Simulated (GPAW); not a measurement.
# MgO (honeycomb monolayer): G0W0 with GPAW, start to end

Aim: the G0W0 gap of MgO (honeycomb monolayer) on PBE, step by step.

Method: PBE and many-body steps on it, plane waves, in GPAW 26.7.0.

**1. The system as given**

The cell holds 2 atoms: 1 Mg and 1 O. Cell: a = 3.299 Å, b = 3.299 Å, c = 11.400 Å, α = 90.0°, β = 90.0°, γ = 120.0°. Vacuum lies along c.

The structure was relaxed with PBE. The runs that relaxed it are not among those shown.

**2. Ground state**

This step: GPAW 26.7.0; DFT, PBE, plane waves, PAW.

The ground-state density comes first.

Contents of run.py:

```python
import json
import numpy as np
from gpaw.mpi import world
from ase import Atoms
from gpaw import GPAW, PW, FermiDirac

atoms = Atoms(['Mg', 'O'],
    cell=[[3.2991751145, 0.0000000000, 0.0000000000],
      [-1.6495875572, 2.8571694607, 0.0000000000],
      [0.0000000000, 0.0000000000, 11.4000000000]],
    scaled_positions=[[0.3333333333, 0.6666666667, 0.5000254767],
      [0.6666666667, 0.3333333333, 0.4999582070]],
    pbc=(True, True, False))
calc = GPAW(mode=PW(600),
    xc='PBE',
    kpts={'size': (12, 12, 1), 'gamma': True},
    occupations=FermiDirac(0.001),
    nbands=-7,
    convergence={'density': 1e-6, 'bands': -3},
    maxiter=100,
    txt='gs.txt')
atoms.calc = calc
res = {'energy': atoms.get_potential_energy()}
kpts = calc.get_ibz_k_points()
res['kpts'] = kpts
res['eigenvalues'] = [calc.get_eigenvalues(kpt=k) for k in range(len(kpts))]
res['n_electrons'] = calc.get_number_of_electrons()
calc.write('gs.gpw')

if world.rank == 0:
    with open('result.json', 'w') as f:
        json.dump(res, f, default=lambda x: x.tolist())
```

Started as:

```console
> mpirun -n 4 gpaw python run.py
```

Standard output:

```text
__  _  _
 | _ |_)|_||  |
 |__||  | ||/\| - 26.7.0

Input parameters:
  mode=PW(ecut=600.0),
  convergence={'density': 1e-06, 'bands': -3},
  kpts=MonkhorstPack(size=(12, 12, 1), gamma=True),
  maxiter=100,
  nbands=-7,
  occupations=Occupations(name='fermi-dirac', width=0.001, fixmagmom=False),
  xc=XC(name='PBE')
  [... matrices ...]
Diagonalizing LCAO Hamiltonian
Converting LCAO to pw mode

        Mg O

Atoms  # Å, Bohr magnetons
|   | symbol |         x |        y |        z |    initial magnetic moments |
| 0 |     Mg | -0.000000 | 1.904780 | 5.700290 | ( 0.0000,  0.0000,  0.0000) |
| 1 |      O |  1.649588 | 0.952390 | 5.699524 | ( 0.0000,  0.0000,  0.0000) |

Unit cell  # Å
| periodic |         x |        y |         z |   lengths |     angles |
|      yes |  3.299175 | 0.000000 |  0.000000 |  3.299175 |  90.000000 |
|      yes | -1.649588 | 2.857169 |  0.000000 |  3.299175 |  90.000000 |
|       no |  0.000000 | 0.000000 | 11.400000 | 11.400000 | 120.000000 |

Number of symmetries: 6
Symmetry operations  # r_c * U_cc + t_c -> r_c
|   | kind |            matrix            |
| 0 |  σ   |  1, 1, 0,  0,-1, 0,  0, 0, 1 |
| 1 |  E   |  1, 0, 0,  0, 1, 0,  0, 0, 1 |
| 2 |  C3  |  0, 1, 0, -1,-1, 0,  0, 0, 1 |
| 3 |  σ   |  0,-1, 0, -1, 0, 0,  0, 0, 1 |
| 4 |  σ   | -1, 0, 0,  1, 1, 0,  0, 0, 1 |
| 5 |  C3  | -1,-1, 0,  1, 0, 0,  0, 0, 1 |

BZ-sampling:
  Number of BZ points: 144
  Number of IBZ points: 19

  Monkhorst-Pack size: [12, 12, 1]
  Monkhorst-Pack shift: [0.041667, 0.041667, 0.0]

K-points  # in reciprocal-cell coordinates
|     |                                coordinates |     weight |
|   0 | ( -0.00000000,  -0.00000000,   0.00000000) | 0.00694444 |
|   1 | (  0.08333333,  -0.00000000,   0.00000000) | 0.04166667 |
|   2 | (  0.16666667,  -0.08333333,   0.00000000) | 0.04166667 |
|   3 | (  0.16666667,  -0.00000000,   0.00000000) | 0.04166667 |
|   4 | (  0.25000000,  -0.08333333,   0.00000000) | 0.08333333 |
|   5 | (  0.25000000,  -0.00000000,   0.00000000) | 0.04166667 |
|   6 | (  0.33333333,  -0.16666667,   0.00000000) | 0.04166667 |
|   7 | (  0.33333333,  -0.08333333,   0.00000000) | 0.08333333 |
|   8 | (  0.33333333,  -0.00000000,   0.00000000) | 0.04166667 |
|   9 | (  0.33333333,   0.33333333,   0.00000000) | 0.01388889 |
| ... |                                            |            |
|  18 | (  0.50000000,   0.50000000,   0.00000000) | 0.02083333 |

Plane wave coefficients: 3637
Cutoff: 600.0 eV

Spin-components: 1 (collinear spins)
Bands:           15
Projectors:      10
Spin-degeneracy: 2
Datatype:        complex128

  Storage: CPU
  Wave functions: 16_511_760 bytes (4_127_940 per core)
  Projectors: 23_116_464 bytes (5_779_116 per core)
  [... matrices ...]
Parallelization:
  kpt:    4
  domain: 1
  band:   1

Density:
  Valence electrons: 16.0
  Components: 1
  Grid points: [20 20 70]
  Charge: 0.0  # |e|

Potential:
  Grid points: [20 20 70]

species:
  Mg:
    name:    Magnesium
    Z:       12.0
    valence: 10
    core:    2
    charge:  0.0  # [|e|]
    compensation charges:
      type: gauss
      rc: 0.33  # [Å]
      lmax: 2
    cutoffs:
      filter: 1.86  # [Å]
      core: 0.54  # [Å]
    projectors
    | kind |    occ | energy [eV] | rcut [Å] |
    |   2s |  2.000 |     -79.840 |    1.090 |
    |   3s |  2.000 |      -4.705 |    1.090 |
    |   2p |  6.000 |     -46.613 |    1.085 |
    |   3p |  0.000 |      -1.330 |    1.085 |
    |    d |        |       0.000 |    1.037 |

    Using partial waves for Mg as LCAO basis

  O:
    name:    Oxygen
    Z:       8.0
    valence: 6
    core:    2
    charge:  0.0  # [|e|]
    compensation charges:
      type: gauss
      rc: 0.21  # [Å]
      lmax: 2
    cutoffs:
      filter: 1.17  # [Å]
      core: 0.83  # [Å]
    projectors
    | kind |    occ | energy [eV] | rcut [Å] |
    |   2s |  2.000 |     -23.961 |    0.688 |
    |   2p |  4.000 |      -9.029 |    0.598 |
    |    s |        |       3.251 |    0.688 |
    |    p |        |      18.182 |    0.598 |
    |    d |        |       0.000 |    0.619 |

    Using partial waves for O as LCAO basis

Reference energy: -7490.497190  # eV

eigensolver:
  PPCG
  Converge bands: -3
  niter=2

density mixing:
  MSR1-Mixer
  Pratt-step length: 0.05
  Maximum mixing coefficient: 0.75
  Old densities: 10
  SVD Regularization: 0.005
  Good broyden scale: 1.0
  Trust region scale: 1.0
  Backstep threshold: 4.0
  History deletion threshold: 6.0
  Fourier metric: weight=20.0, sigma=0.015

occupation numbers:
  Fermi-Dirac:
    width: 0.0010  # eV

poisson solver:
  ecut: 4800.0  # eV

xc functional:
  name: PBE with 2 nearest neighbor stencil

Initialization done in: 0.838 s

convergence criteria:
- Maximum integral of absolute [dens]ity change: 1e-06 electrons / valence electron
- Maximum [total energy] change in last 3 cyles: 0.0005 eV / valence electron
- Maximum integral of absolute [eigenst]ate change: 4e-08 eV^2 / valence electron
maximum number of iterations: 100

SCF iterations
|iter     |     time |      energy | eigst |  dens |
|iter:   1|  |  -14.039541 | +1.00 |       |
|iter:   2|  |  -13.264451 | +0.90 | -0.84 |
|iter:   3|  |  -11.226165 | +0.07 | -0.89 |
|iter:   4|  |  -11.207347 | -1.29 | -1.39 |
|iter:   5|  |  -11.209721 | -1.82 | -1.64 |
|iter:   6|  |  -11.209891c| -3.24 | -2.64 |
|iter:   7|  |  -11.210010c| -3.50 | -2.95 |
|iter:   8|  |  -11.210011c| -5.35 | -4.22 |
|iter:   9|  |  -11.210011c| -6.06 | -4.63 |
|iter:  10|  |  -11.210011c| -6.87 | -5.25 |
|iter:  11|  |  -11.210011c| -7.41c| -5.94 |
|iter:  12|  |  -11.210011c| -7.74c| -6.31c|

Converged in 12 steps
SCF loop duration: 4.456 s (0.371 s/step)
Energy contributions relative to reference atoms: (reference = -7490.497190)
  [... matrices ...]
Energy contributions:
  Kinetic:           9.646507
  Coulomb:          -8.542628
  Zero:              0.116034
  External:          0.000000
  Xc:              -12.429923
  Entropy:          -0.000000
  Spinorbit:         0.000000
  ----------------------------
  Free energy:     -11.210011
  Extrapolated:    -11.210011

dipole moment: (-1.834524, 1.059164, 0.000484)  # |e|*Ang

Fermi level: -3.696
Eigenvalues  # (at kpt = [-0.000, -0.000, 0.000])
| band index |      eig [eV] | occ [0-2] |
|          0 |       -75.939 |     2.000 |
|          1 |       -42.852 |     2.000 |
|          2 |       -42.646 |     2.000 |
|          3 |       -42.646 |     2.000 |
|          4 |       -19.107 |     2.000 |
|          5 |        -4.746 |     2.000 |
|          6 |        -4.118 |     2.000 |
|          7 |        -4.118 |     2.000 |
|          8 |        -0.422 |     0.000 |
|          9 |         1.457 |     0.000 |
|         10 |         1.963 |     0.000 |
|         11 |         4.924 |     0.000 |
|         12 |         5.015 |     0.000 |
|         13 |         9.616 |     0.000 |
|         14 |        10.148 |     0.000 |

Gap: 3.375 eV
Transition (v -> c):
  (s=0, k=9, n=7, [0.33, 0.33, 0.00]) -> (s=0, k=0, n=8, [-0.00, -0.00, 0.00])
Direct/indirect transitions are different
Direct gap: 3.696 eV
Transition at: (s=0, k=0, n=7, [-0.00, -0.00, 0.00])
vacuum-level: 1.744  # V
# Writing to gs.gpw (mode='')
  [... matrices ...]
```

It took 6.9 s on 4 MPI ranks of Arm Neoverse V1, shared host; peak memory 0.73 GiB.

Numbers from this step:

```yaml
total_energy: -11.21 eV
gap: 3.375 eV
k_of_the_valence_top: 0.3333, 0.3333, 0
k_of_the_conduction_bottom: 0, 0, 0
least_direct_gap: 3.696 eV
```

The gap is indirect, with the least direct gap 0.32 eV higher.

**3. Bands along the symmetry lines**

Levels along a band path, at the cheap level, show where the edges lie and whether the meshes to come will hold them.

Contents of run.py:

```python
import json
import numpy as np
from gpaw.mpi import world
from gpaw import GPAW

path = [[0.000000, 0.000000, 0.000000],
    [0.062500, 0.000000, 0.000000],
    [0.125000, 0.000000, 0.000000],
    [0.187500, 0.000000, 0.000000],
    [0.250000, 0.000000, 0.000000],
    [0.312500, 0.000000, 0.000000],
    [0.375000, 0.000000, 0.000000],
    [0.437500, 0.000000, 0.000000],
    [0.500000, 0.000000, 0.000000],
    [0.479167, 0.041667, 0.000000],
    [0.458333, 0.083333, 0.000000],
    [0.437500, 0.125000, 0.000000],
    [0.416667, 0.166667, 0.000000],
    [0.395833, 0.208333, 0.000000],
    [0.375000, 0.250000, 0.000000],
    [0.354167, 0.291667, 0.000000],
    [0.333333, 0.333333, 0.000000],
    [0.291667, 0.291667, 0.000000],
    [0.250000, 0.250000, 0.000000],
    [0.208333, 0.208333, 0.000000],
    [0.166667, 0.166667, 0.000000],
    [0.125000, 0.125000, 0.000000],
    [0.083333, 0.083333, 0.000000],
    [0.041667, 0.041667, 0.000000],
    [0.000000, 0.000000, 0.000000]]
calc = GPAW('gs.gpw').fixed_density(kpts=path,
    symmetry='off',
    nbands=18,
    convergence={'bands': 14},
    txt='bands.txt')
res = {}
kpts = calc.get_ibz_k_points()
res['kpts'] = kpts
res['eigenvalues'] = [calc.get_eigenvalues(kpt=k) for k in range(len(kpts))]
res['n_electrons'] = calc.get_number_of_electrons()

if world.rank == 0:
    with open('result.json', 'w') as f:
        json.dump(res, f, default=lambda x: x.tolist())
```

Started as:

```console
> mpirun -n 4 gpaw python run.py
```

Standard output:

```text
Diagonalizing LCAO Hamiltonian
Converting LCAO to pw mode
convergence criteria:
- Maximum integral of absolute [eigenst]ate change: 4e-08 eV^2 / valence electron
maximum number of iterations: 100

SCF iterations
|iter     |     time |      energy | eigst |  dens |
|iter:   1|  |             | +2.06 |       |
|iter:   2|  |             | +1.13 |       |
|iter:   3|  |             | -0.52 |       |
[...]
|iter:   7|  |             | -6.18 |       |
|iter:   8|  |             | -7.24 |       |
|iter:   9|  |             | -7.73c|       |
SCF steps: 9
  __  _  _
 | _ |_)|_||  |
 |__||  | ||/\| - 26.7.0

Input parameters:
  mode=PW(ecut=600.0),
  convergence={'bands': 14},
  gpts=array([20, 20, 70]),
  kpts=KPoints(kpts=array([[0.      , 0.      , 0.      ],
         [0.0625  , 0.      , 0.      ],
         [0.125   , 0.      , 0.      ],
         [0.1875  , 0.      , 0.      ],
[...]
[0.479167, 0.041667, 0.      ],
         [0.458333, 0.083333, 0.      ],
[...]
[0.416667, 0.166667, 0.      ],
[...]
[0.25    , 0.25    , 0.      ],
[...]
[0.125   , 0.125   , 0.      ],
         [0.083333, 0.083333, 0.      ],
         [0.041667, 0.041667, 0.      ],
         [0.      , 0.      , 0.      ]])),
  maxiter=100,
  nbands=18,
  occupations=Occupations(name='fermi-dirac', width=0.001, fixmagmom=False),
  parallel={},
  symmetry=Symmetry(point_group=False, time_reversal=False),
  xc=XC(name='PBE')
  [... matrices ...]
timing:  # [seconds]
  Total: 0.021  # ━━━━━━━━━━━━━━━━━━━━━━━━━━━━━━━━━━━━━━━━━━━━━━━━━━━━━━━━━━━
```

Wall time 6.6 s (4 MPI ranks); peak memory 0.77 GiB; 26 s of CPU time.

Numbers from this step:

```yaml
gap: 3.375 eV
k_of_the_valence_top: 0.3333, 0.3333, 0
k_of_the_conduction_bottom: 0, 0, 0
least_direct_gap: 3.696 eV
```

The gap is 3.375 eV, as in the run before at this level.

The electronic bands at the labelled points (eV, zero at the top of the highest filled band; v1 is the highest filled band, c1 the lowest empty one):

```
  point      v4     v3     v2     v1    c1    c2    c3    c4
      Γ  -15.31  -0.95  -0.32  -0.32  3.38  5.25  5.76  8.72
halfway  -15.10  -1.47  -0.55  -0.44  4.88  6.04  7.03  9.37
      M  -14.88  -2.30  -0.55  -0.10  7.56  7.78  8.30  9.54
halfway  -14.86  -2.11  -0.93  -0.06  7.91  8.30  8.55  9.69
      K  -14.83  -1.66  -1.58   0.00  8.68  9.02  9.16  9.47
halfway  -15.05  -1.60  -0.59  -0.45  5.30  6.29  7.43  9.60
      Γ  -15.31  -0.95  -0.32  -0.32  3.38  5.25  5.76  8.72
```

The electronic bands as a text plot (rows in eV, shown from -8.0 to 8.8 only):

```
    8.5 |++++          +++  ++++++++++++++++++   +++         ++++
    7.8 |            ++     ++++++++++        +++   +++
    7.1 |         +++  +++++                  ++++++   +++
    6.4 |    +++++++++++++                       ++++++   +++
    5.7 |+++++++++   ++                                ++++++++++
    5.0 |++++     +++                               +++         +
    4.3 |      +++                                     ++++++
    3.6 |++++++                                              ++++
    2.9 |
    2.2 |
    1.5 |
    0.8 |
    0.1 |              *****************************
   -0.6 |***************************             ****************
   -1.3 |      ******               *************   ******
   -2.0 |            ********************  *********
   -2.7 |
   -3.4 |
   -4.1 |
   -4.8 |
   -5.5 |
   -6.2 |
   -6.9 |
   -7.6 |
         Γ                   M           K                      Γ
```

**4. Empty states on the mesh, 12×12×1 mesh, 184 bands**

The sums over transitions need many empty states on a uniform mesh; this step solves for them.

Contents of run.py:

```python
import json
import numpy as np
from gpaw.mpi import world
from gpaw import GPAW

calc = GPAW('gs.gpw').fixed_density(kpts={'size': (12, 12, 1), 'gamma': True},
    nbands=214,
    convergence={'bands': 184},
    txt='nscf.txt')
calc.write('full.gpw', mode='all')
res = {}
kpts = calc.get_ibz_k_points()
res['kpts'] = kpts
res['eigenvalues'] = [calc.get_eigenvalues(kpt=k) for k in range(len(kpts))]
res['n_electrons'] = calc.get_number_of_electrons()

if world.rank == 0:
    with open('result.json', 'w') as f:
        json.dump(res, f, default=lambda x: x.tolist())
```

Started as:

```console
> mpirun -n 4 gpaw python run.py
```

Standard output:

```text
Diagonalizing LCAO Hamiltonian
Converting LCAO to pw mode
convergence criteria:
- Maximum integral of absolute [eigenst]ate change: 4e-08 eV^2 / valence electron
maximum number of iterations: 100

SCF iterations
|iter     |     time |      energy | eigst |  dens |
|iter:   1|  |             | +4.74 |       |
|iter:   2|  |             | +3.50 |       |
|iter:   3|  |             | +2.38 |       |
[...]
|iter:  13|  |             | -6.60 |       |
|iter:  14|  |             | -7.17 |       |
|iter:  15|  |             | -7.52c|       |
SCF steps: 15
  __  _  _
 | _ |_)|_||  |
 |__||  | ||/\| - 26.7.0

Input parameters:
  mode=PW(ecut=600.0),
  convergence={'bands': 184},
  gpts=array([20, 20, 70]),
  kpts=MonkhorstPack(size=(12, 12, 1), gamma=True),
  maxiter=100,
  nbands=214,
  occupations=Occupations(name='fermi-dirac', width=0.001, fixmagmom=False),
  parallel={},
  xc=XC(name='PBE')
# Writing to full.gpw (mode='all')
  [... matrices ...]

timing:  # [seconds]
  Total: 0.083  # ━━━━━━━━━━━━━━━━━━━━━━━━━━━━━━━━━━━━━━━━━━━━━━━━━━━━━━━━━━━
```

Run time: 1.9 min. Hardware: 4 MPI ranks; peak memory 1.1 GiB; 7.7 min of CPU time.

This step gave:

```yaml
gap: 3.375 eV
k_of_the_valence_top: 0.3333, 0.3333, 0
k_of_the_conduction_bottom: 0, 0, 0
least_direct_gap: 3.696 eV
k_points_computed: 19
lowest_point_of_the_top_converged_band_above_the_valence_top: 80.0446 eV
```

On this mesh the gap is 3.375 eV.

[end of part 1 of 2]

[Long decimals in the printed logs are rounded to 6 places.]

[Logs are printed without paths, hosts, clocks, repeated set-up lines and the standing remarks that a program may print on its own settings, such as how far it seeks lower states.]

[Paths, hosts, dates, memory and timing lines, banners, echoed tables and standing remarks are left out of the program output; an Ansatz launch command may be rebuilt from the run's recorded settings. Measured values are a selection of at most five: reports struck by readers or far from the other reports are left out. None is set beside runs whose start may be inverted or whose files or cutoffs have a known fault.]

[Runs of the session that timed out or met a known fault of the program may be left out.]

[Hosts, paths, dates, database ids (printed as entryN), source tags and the programs' standing remarks are cut or masked in the printed files.]

[Where the starting crystal was built by hand or by swapping elements, it need not be the compound's stable phase.]
